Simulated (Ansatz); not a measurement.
A run of Ansatz 0.2.0:

input.yaml

```yaml
crystal:
  lattice: { a: 3.76505048, b: 3.76505048, c: 3.76505048, alpha: 90.0, beta: 90.0, gamma: 90.0 }
  space_group: 229
  reduce_to_primitive: true
  atoms:
    - { symbol: In, wyckoff: "2a", position: [0.0, 0.0, 0.0] }
hamiltonian:
  xc: pbe
  pseudopotentials: { kind: nc, accuracy: stringent }
  dispersion: d3bjatm
kpoints:
  mp_grid: { grid: [6, 6, 6] }
scf:
  occupations: { method: fermi_dirac, width: 0.15 }
output:
  forces: true
  stress: true
elastic:
  mode: relaxed_ion
  stencil: two_point
```

Potentials or basis: PseudoDojo stringent (PBE files).

Run with:

```bash
$ ansatz run input.yaml --threads 1 --pin off --max-ram 2560MiB --backend cpu --events-out ev --progress --plain --runs-dir out
```

Hardware: 1 thread of AMD EPYC 7B13 (Zen 3) (shared host).

How long does it take, and how much memory?

Wall time 8.4 s on 1 thread of AMD EPYC 7B13 (Zen 3), with other jobs on the host, peak memory 0.4 GiB. Counts: scf iterations 28, plane waves 2243, k points 16, bands 16.
